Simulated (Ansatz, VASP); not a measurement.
Ga in VASP and in Ansatz

INCAR

```
PREC = Accurate ; ENCUT = 520
EDIFF = 1E-6 ; ISMEAR = -1
SIGMA = 0.05 ; LREAL = F
LASPH = T ; NELM = 100
ALGO = Normal ; ISIF = 2
LWAVE = F ; LCHARG = T
GGA = PE ; LELF = T
LVHAR = T ; NBANDS = 20
```

File KPOINTS:

```
Automatic mesh
0
Gamma
  10 8 7
```

Contents of POSCAR:

```
Ga
1.0
    2.7784220849      0.0000000000      0.0000000000
    0.0000000000      3.2816087900      0.0000000000
   -1.3434310986      0.0000000000      3.9902731763
Ga
2
Direct
    0.1345962700      0.7500000000      0.7701668300
    0.8654037300      0.2500000000      0.2298331700
```

Contents of input.yaml:

```yaml
crystal:
  lattice:
    - [2.7784220849, 0.0, 0.0]
    - [0.0, 3.28160879, 0.0]
    - [-1.3434310986, 0.0, 3.9902731763]
  atoms:
    - { symbol: Ga, position: [0.13459627, 0.75, 0.77016683] }
    - { symbol: Ga, position: [0.86540373, 0.25, 0.22983317] }
kpoints:
  mp_grid: { grid: [10, 8, 7] }
scf:
  occupations: { method: fermi_dirac, width: 0.05 }
hamiltonian:
  xc: pbe
  pseudopotentials: { kind: all_electron, lapw: { basis_error: 0.001 } }
output:
  forces: true
  stress: true
  eigenvalues: true
  populations: true
```

This isn't the form of Ga at room conditions, which is orthorhombic.

Alike in both runs: task single point; functional PBE; k mesh 10 × 8 × 7; occupations fermi-dirac, width 0.05 eV; no spin polarisation.

|  | VASP | Ansatz |
| --- | --- | --- |
| version | VASP 6.6.1 | Ansatz 0.2.0 |
| potentials or method | VASP PAW PBE potentials, release 64 (Ga_d) | all-electron LAPW, scalar-relativistic |
| plane-wave cutoff (eV) | 520 | see its input |

Ansatz gave:

| Property | Result |
| --- | --- |
| gap on the k mesh at the Fermi level (eV) | none |
| pressure (GPa) | 3.1 |
| largest component of the traceless stress (GPa) | 1.17 |
| rms of the force components (eV/Å) | 0.050 |

**Question.** Estimate VASP's values.

**Answer.** gap on the k mesh at the Fermi level (eV): none; pressure (GPa): 3.1; largest component of the traceless stress (GPa): 1.22; rms of the force components (eV/Å): 0.050.

Atom by atom the forces differ by 0.000 eV/Å (rms over components). A gap of «none» marks a metal or a gap that the smearing closes. Ansatz ran all-electron here, so the differences hold the error of VASP's frozen core and of both bases.
